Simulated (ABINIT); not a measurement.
# CdSe (F-43m) in ABINIT: further runs

The runs below take CdSe through single point, with LDA, PBEsol.

All numbers are computed with ABINIT 10.8.3 (patched build); they aren't measurements. Logs are shortened: lines on timing, memory, paths and dates and some standing lists are left out, and cuts for length are marked. The log counts tension as positive stress, the text compression.

## (1) The crystal as given

The structure is cubic, space group F-43m (No. 216). Conventional cell: a = 6.141 Å, b = 6.141 Å, c = 6.141 Å, α = 90.00°, β = 90.00°, γ = 90.00°. Around Cd (site symmetry -43m) lie 4 Se at 2.66 Å. Se (site symmetry -43m) is surrounded by 4 Cd at 2.66 Å.

Measurements of this composition are mostly on another form, of space group No. 186.

## (2) Single point, LDA (cell relaxed)

run.abi reads:

```
pp_dirpath "./"
pseudos "Cd.upf, Se.upf"

acell 3*1.0
rprim
     0.0000000000     5.6790912157     5.6790912157
     5.6790912157     0.0000000000     5.6790912157
     5.6790912157     5.6790912157     0.0000000000
ntypat 2
znucl 48 34
natom 2
typat 1 2
xred
     0.0000000000     0.0000000000     0.0000000000
     0.2500000000     0.2500000000     0.2500000000
chkprim 0
chksymtnons 0
tolsym 1.0e-6

ecut 51.0

kptopt 1
ngkpt 6 6 6
nshiftk 1
shiftk 0.0 0.0 0.0

ixc 7

nband 22
occopt 3
tsmear 0.00183747

nstep 100
tolvrs 1.0e-10

iomode 3
prtwf 0
prtden 0
prteig 0
prtebands 0
enunit 1
```

Potentials or basis: PseudoDojo NC SR LDA v0.4.1 standard.

Command:

```
mpirun --bind-to none -np 4 abinit run.abi > log 2>&1
```

run.abo:

```text
.Version 10.8.3 of ABINIT
 Symmetries : space group F-4 3 m (#216); Bravais cF (face-center cubic)
================================================================================
 Values of the parameters that define the memory need of the present run
     intxc =       0    ionmov =       0      iscf =       7    lmnmax =       6
     lnmax =       6     mgfft =      54  mpssoang =       3    mqgrid =    3001
     natom =       2  nloc_mem =       1    nspden =       1   nspinor =       1
    nsppol =       1      nsym =      24    n1xccc =    2501    ntypat =       2
    occopt =       3   xclevel =       1
       mpw =        6393          nfft =      157464          nkpt =          16
================================================================================
================================================================================

--------------------------------------------------------------------------------
------------- Echo of variables that govern the present computation ------------
--------------------------------------------------------------------------------
 -outvars: echo values of preprocessed input variables --------
            acell      1.0000000000E+00  1.0000000000E+00  1.0000000000E+00 Bohr
              amu      1.12411000E+02  7.89600000E+01
          chkprim           0
      chksymtnons           0
             ecut      5.10000000E+01 Hartree
           enunit           1
              ixc           7
         kptrlatt        6    0    0      0    6    0      0    0    6
          kptrlen      4.81886869E+01
            natom           2
            nband          22
            ngfft          54      54      54
             nkpt          16
            nstep         100
             nsym          24
           ntypat           2
           occopt           3
           prtden           0
        prtebands           0
           prteig           0
            prtwf           0
            rprim      0.0000000000E+00  5.6790912157E+00  5.6790912157E+00
                       5.6790912157E+00  0.0000000000E+00  5.6790912157E+00
                       5.6790912157E+00  5.6790912157E+00  0.0000000000E+00
          spgroup         216
           tolsym      1.00000000E-06
           tolvrs      1.00000000E-10
           tsmear      1.83747000E-03 Hartree
            typat      1  2
           xangst      0.0000000000E+00  0.0000000000E+00  0.0000000000E+00
                       1.5026228240E+00  1.5026228240E+00  1.5026228240E+00
            xcart      0.0000000000E+00  0.0000000000E+00  0.0000000000E+00
                       2.8395456078E+00  2.8395456078E+00  2.8395456078E+00
             xred      0.0000000000E+00  0.0000000000E+00  0.0000000000E+00
                       2.5000000000E-01  2.5000000000E-01  2.5000000000E-01
            znucl       48.00000   34.00000

================================================================================

 chkinp: Checking input parameters for consistency.

================================================================================
== DATASET  1 ==================================================================

--- !DatasetInfo
iteration_state: {dtset: 1, }
dimensions: {natom: 2, nkpt: 16, mband: 22, nsppol: 1, nspinor: 1, nspden: 1, mpw: 6393, }
cutoff_energies: {ecut:  51.0, pawecutdg:  -1.0, }
electrons: {nelect:   3.60000000E+01, charge:   0.00000000E+00, occopt:   3.00000000E+00, tsmear:   1.83747000E-03, }
meta: {optdriver: 0, ionmov: 0, optcell: 0, iscf: 7, paral_kgb: 0, }
...

 Exchange-correlation functional for the present dataset will be:
  LDA: Perdew-Wang 92 LSD fit to Ceperley-Alder data - ixc=7
  J.P.Perdew and Y.Wang, PRB 45, 13244 (1992)

 Real(R)+Recip(G) space primitive vectors, cartesian coordinates (Bohr,Bohr^-1):
 R(1)=  0.0000000  5.6790912  5.6790912  G(1)= -0.0880423  0.0880423  0.0880423
 R(2)=  5.6790912  0.0000000  5.6790912  G(2)=  0.0880423 -0.0880423  0.0880423
 R(3)=  5.6790912  5.6790912  0.0000000  G(3)=  0.0880423  0.0880423 -0.0880423
 Unit cell volume ucvol=  3.6632497E+02 bohr^3
 Angles (23,13,12)=  6.00000000E+01  6.00000000E+01  6.00000000E+01 degrees

 getcut: wavevector=  0.0000  0.0000  0.0000  ngfft=  54  54  54
         ecut(hartree)=     51.000   => boxcut(ratio)=   2.09218

--- Pseudopotential description ------------------------------------------------
- pspini: atom type   1  psp file is ./Cd.upf
12 -1012 2 -1 1336                            pspcod,pspxc,lmax,lloc,mmax
     nproj     2     2     2

- pspini: atom type   2  psp file is ./Se.upf
12 -1012 2 -1 1198                            pspcod,pspxc,lmax,lloc,mmax
     nproj     2     2     2

   1.86291574E+03                                ecore*ucvol(ha*bohr**3)
--------------------------------------------------------------------------------

================================================================================

--- !BeginCycle
iteration_state: {dtset: 1, }
solver: {iscf: 7, nstep: 100, nline: 4, wfoptalg: 0, }
tolerances: {tolvrs: 1.00E-10, }
...

     iter   Etot(hartree)      deltaE(h)  residm     vres2
 ETOT  1  -284.78646716296    -2.848E+02 1.140E+01 2.192E+04
 ETOT  2  -293.65559238918    -8.869E+00 4.972E-01 2.977E+04
 ETOT  3  -296.01658688964    -2.361E+00 2.415E-02 5.727E+03
 ETOT  4  -296.28806992737    -2.715E-01 2.594E-02 2.609E+03
 ETOT  5  -296.43202934179    -1.440E-01 3.808E-03 8.811E+02
 ETOT  6  -296.49859477796    -6.657E-02 3.271E-03 9.935E+01
 ETOT  7  -296.50623760470    -7.643E-03 6.779E-03 1.271E+01
 ETOT  8  -296.50733183604    -1.094E-03 1.281E-03 4.920E-01
 ETOT  9  -296.50737981712    -4.798E-05 4.272E-04 3.923E-03
 ETOT 10  -296.50738032549    -5.084E-07 2.636E-04 2.383E-04
 ETOT 11  -296.50738035052    -2.503E-08 6.805E-05 4.924E-06
 ETOT 12  -296.50738035107    -5.503E-10 1.880E-05 7.005E-07
 ETOT 13  -296.50738035113    -5.798E-11 1.352E-05 2.303E-08
 ETOT 14  -296.50738035113     2.501E-12 2.921E-06 1.258E-09
 ETOT 15  -296.50738035117    -3.831E-11 1.783E-06 3.403E-10
 ETOT 16  -296.50738035115     2.024E-11 4.487E-07 2.042E-12

 At SCF step   16       vres2   =  2.04E-12 < tolvrs=  1.00E-10 =>converged.

 Cartesian components of stress tensor (hartree/bohr^3)
  sigma(1 1)=  1.63286967E-06  sigma(3 2)=  0.00000000E+00
  sigma(2 2)=  1.63286967E-06  sigma(3 1)=  0.00000000E+00
  sigma(3 3)=  1.63286967E-06  sigma(2 1)=  0.00000000E+00

--- !ResultsGS
iteration_state: {dtset: 1, }
comment   : Summary of ground state results
lattice_vectors:
- [  0.0000000,   5.6790912,   5.6790912, ]
- [  5.6790912,   0.0000000,   5.6790912, ]
- [  5.6790912,   5.6790912,   0.0000000, ]
lattice_lengths: [   8.03145,    8.03145,    8.03145, ]
lattice_angles: [ 60.000,  60.000,  60.000, ] # degrees, (23, 13, 12)
lattice_volume:   3.6632497E+02
convergence: {deltae:  2.024E-11, res2:  2.042E-12, residm:  4.487E-07, diffor: null, }
etotal    :  -2.96507380E+02
entropy   :   0.00000000E+00
fermie    :   1.60991854E-01
cartesian_stress_tensor: # hartree/bohr^3
- [  1.63286967E-06,   0.00000000E+00,   0.00000000E+00, ]
- [  0.00000000E+00,   1.63286967E-06,   0.00000000E+00, ]
- [  0.00000000E+00,   0.00000000E+00,   1.63286967E-06, ]
pressure_GPa:  -4.8041E-02
xred      :
- [  0.0000E+00,   0.0000E+00,   0.0000E+00, Cd]
- [  2.5000E-01,   2.5000E-01,   2.5000E-01, Se]
cartesian_forces: # hartree/bohr
- [  9.26041245E-32,   9.26041245E-32,   9.26041245E-32, ]
- [ -9.26041245E-32,  -9.26041245E-32,  -9.26041245E-32, ]
force_length_stats: {min:   1.60395049E-31, max:   1.60395049E-31, mean:   1.60395049E-31, }
...

 Integrated electronic density in atomic spheres:
 ------------------------------------------------
 Atom  Sphere_radius  Integrated_density
    1        2.00000         17.15674038
    2        2.00000         13.24822745
================================================================================

 ----iterations are completed or convergence reached----

 Mean square residual over all n,k,spin=   37.317E-10; max=  44.872E-08
 reduced coordinates (array xred) for    2 atoms
       0.000000000000      0.000000000000      0.000000000000
       0.250000000000      0.250000000000      0.250000000000
 rms dE/dt=  1.4875E-30; max dE/dt=  2.1036E-30; dE/dt below (all hartree)
    1       0.000000000000      0.000000000000      0.000000000000
    2       0.000000000000      0.000000000000      0.000000000000

 cartesian coordinates (angstrom) at end:
    1      0.00000000000000     0.00000000000000     0.00000000000000
    2      1.50262282397453     1.50262282397453     1.50262282397453

 cartesian forces (hartree/bohr) at end:
    1      0.00000000000000     0.00000000000000     0.00000000000000
    2     -0.00000000000000    -0.00000000000000    -0.00000000000000
 frms,max,avg= 9.2604125E-32 9.2604125E-32   0.000E+00  0.000E+00  0.000E+00 h/b

 cartesian forces (eV/Angstrom) at end:
    1      0.00000000000000     0.00000000000000     0.00000000000000
    2     -0.00000000000000    -0.00000000000000    -0.00000000000000
 frms,max,avg= 4.7618955E-30 4.7618955E-30   0.000E+00  0.000E+00  0.000E+00 e/A
 length scales=  1.000000000000  1.000000000000  1.000000000000 bohr
              =  0.529177210544  0.529177210544  0.529177210544 angstroms
 Fermi (or HOMO) energy (eV) =   4.38081   Average Vxc (eV)=  -9.99383
 Eigenvalues (   eV  ) for nkpt=  16  k points:
 kpt#   1, nband= 22, wtk=  0.00463, kpt=  0.0000  0.0000  0.0000 (reduced coord)
 -97.35723  -58.51292  -58.51292  -58.51292  -42.82245  -42.82245  -42.82245  -42.81723
 -42.81723   -8.73249   -3.90271   -3.90271   -3.90271   -3.48290   -3.48290    4.15339
   4.15339    4.15339    4.54934    9.95954    9.95954    9.95954
 prteigrs : prtvol=0 or 1, do not print more k-points.

--- !EnergyTerms
iteration_state     : {dtset: 1, }
comment             : Components of total free energy in Hartree
kinetic             :  1.39667670069727E+02
hartree             :  9.93563258782175E+01
xc                  : -4.79346653226218E+01
Ewald energy        : -1.54994364754300E+02
psp_core            :  5.08541832696553E+00
local_psp           : -2.90611482250295E+02
non_local_psp       : -4.70762765338934E+01
internal            : -2.96507374586200E+02
'-kT*entropy'       : -5.76494816998737E-06
total_energy        : -2.96507380351149E+02
total_energy_eV     : -8.06837685151910E+03
band_energy         : -3.72980405220348E+01
...

 Cartesian components of stress tensor (hartree/bohr^3)
  sigma(1 1)=  1.63286967E-06  sigma(3 2)=  0.00000000E+00
  sigma(2 2)=  1.63286967E-06  sigma(3 1)=  0.00000000E+00
  sigma(3 3)=  1.63286967E-06  sigma(2 1)=  0.00000000E+00

-Cartesian components of stress tensor (GPa)         [Pressure= -4.8041E-02 GPa]
- sigma(1 1)=  4.80406842E-02  sigma(3 2)=  0.00000000E+00
- sigma(2 2)=  4.80406842E-02  sigma(3 1)=  0.00000000E+00
- sigma(3 3)=  4.80406842E-02  sigma(2 1)=  0.00000000E+00

== END DATASET(S) ==============================================================
================================================================================

 -outvars: echo values of variables after computation  --------
            acell      1.0000000000E+00  1.0000000000E+00  1.0000000000E+00 Bohr
           etotal     -2.9650738035E+02
            fcart      9.2604124528E-32  9.2604124528E-32  9.2604124528E-32
                      -9.2604124528E-32 -9.2604124528E-32 -9.2604124528E-32
            rprim      0.0000000000E+00  5.6790912157E+00  5.6790912157E+00
                       5.6790912157E+00  0.0000000000E+00  5.6790912157E+00
                       5.6790912157E+00  5.6790912157E+00  0.0000000000E+00
           strten      1.6328696678E-06  1.6328696678E-06  1.6328696678E-06
                       0.0000000000E+00  0.0000000000E+00  0.0000000000E+00
           xangst      0.0000000000E+00  0.0000000000E+00  0.0000000000E+00
                       1.5026228240E+00  1.5026228240E+00  1.5026228240E+00
             xred      0.0000000000E+00  0.0000000000E+00  0.0000000000E+00
                       2.5000000000E-01  2.5000000000E-01  2.5000000000E-01
 Calculation completed.
```

Wall time 22 s (4 MPI ranks of Intel Xeon 6975P-C (Granite Rapids), shared host); peak memory 0.4 GiB.

What came out:

- Free energy: -8068.3769 eV
- Band gap on the k mesh: 0.40 eV, direct
- Valence electrons inside the program's atomic spheres: Cd 17.16; Se 13.25

Caveat: the cutoff is too short for stress, so the log's stress isn't used.

## (3) Single point, PBEsol

run.abi reads:

```
# Pseudopotentials
pp_dirpath "./"
pseudos "Cd.upf, Se.upf"

# Structure
acell 4.3420191692 4.3420191692 4.3420191692 Angstrom
rprim
     0.0000000000     0.7071067812     0.7071067812
     0.7071067812     0.0000000000     0.7071067812
     0.7071067812     0.7071067812     0.0000000000
ntypat 2
znucl 48 34
natom 2
typat 1 2
xred
     0.0000000000     0.0000000000     0.0000000000
     0.2500000000     0.2500000000     0.2500000000

# Plane-wave basis
ecut 47.0

# k points
kptopt 1
ngkpt 6 6 6
nshiftk 1
shiftk 0.0 0.0 0.0

# Exchange and correlation
ixc -116133

# Bands and occupations
nband 22
occopt 3
tsmear 0.05 eV

# SCF cycle
nstep 100
tolvrs 1.0e-10

# Output
iomode 3
prtwf 0
prtden 0
prteig 0
prtebands 0
enunit 1
```

Potentials or basis: PseudoDojo NC SR PBEsol v0.4.1 standard.

Command:

```
mpirun --bind-to none -np 4 abinit run.abi > log 2>&1
```

It took 23 s on 4 MPI ranks of Intel Xeon 6975P-C (Granite Rapids), shared host; peak memory 0.4 GiB.

Results (log left out):

| Item | Value |
| --- | --- |
| Free energy | -8064.3206 eV |
| Pressure | -1.7 GPa |
| Band gap on the k mesh | 0.42 eV, direct |
| Valence electrons inside the program's atomic spheres | Cd 17.16; Se 13.23 |

Levels at points of the mesh, in eV from the valence-band top:
| k point | band 15 | band 16 | band 17 | band 18 | band 19 | band 20 | band 21 | band 22 |
| --- | --- | --- | --- | --- | --- | --- | --- | --- |
| (0.00, 0.00, 0.00) | -7.46 | 0.00 | 0.00 | 0.00 | 0.42 | 5.87 | 5.87 | 5.87 |
| (0.50, 0.00, 0.00) | -7.19 | -4.27 | -0.72 | -0.72 | 2.26 | 6.37 | 6.37 | 7.18 |
| (0.50, 0.50, 0.00) | -7.13 | -3.99 | -1.78 | -1.78 | 3.06 | 3.66 | 8.82 | 9.96 |

## (4) Single point, PBEsol

Edit run.abi of step 3 so:

```diff
@@ -14,5 +14,5 @@
 typat 1 2
-xred
+xcart
      0.0000000000     0.0000000000     0.0000000000
-     0.2500000000     0.2500000000     0.2500000000
+     2.9009858468     2.9009858468     2.9009858468
 
@@ -33,3 +33,3 @@
 occopt 3
-tsmear 0.05 eV
+tsmear 0.00183747
 
@@ -42,3 +42,2 @@
 prtwf 0
-prtden 0
 prteig 0
@@ -46 +45,6 @@
 enunit 1
+prtden 1
+prtvha 1
+prtvclmb 1
+prtpot 1
+prtelf 1
```

Command:

```
mpirun --bind-to none -np 4 abinit run.abi > log 2>&1
```

It took 35 s on 4 MPI ranks of Arm Neoverse V1, shared host; peak memory 0.44 GiB.

It converged, with:

| Item | Value |
| --- | --- |
| Free energy | -8064.3206 eV |
| Pressure | -1.7 GPa |
| Band gap on the k mesh | 0.42 eV, direct |
| Valence electrons inside the program's atomic spheres | Cd 17.16; Se 13.23 |

Levels at points of the mesh, in eV from the valence-band top:
```csv
k point,band 15,band 16,band 17,band 18,band 19,band 20,band 21,band 22
"(0.00, 0.00, 0.00)",-7.46,0.00,0.00,0.00,0.42,5.87,5.87,5.87
"(0.50, 0.00, 0.00)",-7.19,-4.27,-0.72,-0.72,2.26,6.37,6.37,7.18
"(0.50, 0.50, 0.00)",-7.13,-3.99,-1.78,-1.78,3.06,3.66,8.82,9.96
```

As with any semilocal functional, this PBEsol gap is likely too small.
